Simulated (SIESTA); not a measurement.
MoSe2 under changes of volume

One of the cells (20.129 Å³/atom); the others are scaled copies at fixed shape and fractional positions:

```
Mo Se
1.0
     3.28800    0.00000    0.00000
    -1.64400    2.84749    0.00000
     0.00000    0.00000   12.90000
Mo Se
2 4
Direct
  0.66667 0.33333 0.75000
  0.33333 0.66667 0.25000
  0.66667 0.33333 0.37500
  0.33333 0.66667 0.87500
  0.66667 0.33333 0.12500
  0.33333 0.66667 0.62500
```

```yaml
Program: SIESTA 5.4.2
Functional: LDA
Potentials_or_basis: PseudoDojo 0.4 standard (LDA files)
Basis: DZP (energy shift 0.003 Ry; two zetas on semicore shells)
Grid_cutoff: 800 Ry
Energy_shift: 0.003 Ry
k_mesh: 7 × 7 × 2
Occupations: fermi-dirac, width 0.05 eV
Spin: no spin polarisation
```

| volume (Å³/atom) | energy over the lowest point (meV/atom) | pressure (GPa) | gap on the mesh (eV) | largest force (eV/Å) |
| --- | --- | --- | --- | --- |
| 18.922 | ? | ? | ? | ? |
| 19.324 | 64.29 | 13.2 | 1.00 | 2.172 |
| 19.727 | 35.91 | 9.5 | 0.99 | 1.750 |
| 20.129 | 16.31 | 6.2 | 0.99 | 1.364 |
| 20.532 | 4.60 | 3.2 | 0.99 | 1.016 |
| 20.935 | 0.00 | 0.5 | 0.98 | 0.688 |
| 21.337 | 1.81 | -1.9 | 0.97 | 0.389 |

Task: What does the run at 18.922 Å³/atom give?

Result: Energy over the lowest point 102.44 meV/atom; pressure 17.2 GPa; gap on the mesh 1.00 eV; largest force 2.626 eV/Å.

Worked out: A Birch-Murnaghan fit of order 3 (a polynomial in V^(-2/3)) to the other rows has its minimum at 21.02 Å³/atom with B0 = V·E''(V) = 130 GPa and B' = 4.4 at fixed shape and positions, which overstates the stiffness. It gives 102.33 meV/atom at 18.922 Å³/atom, against the run's 102.44, and -dE/dV = 17.2 GPa, against 17.2. A straight line through the other rows of the gap, of slope -0.259 eV per unit of ln V, extrapolates to 1.01 eV, against the run's 1.00.

Energies are extrapolated to zero smearing.

Caveats: an odd mesh through Γ misses points on the zone boundary, where band edges often lie; the cell's inner coordinates are idealised or old, which leaves forces on the atoms; the basis of atomic orbitals isn't converged, which shifts pressures, moduli and gaps. Spin-orbit coupling on Mo, Se is left out.
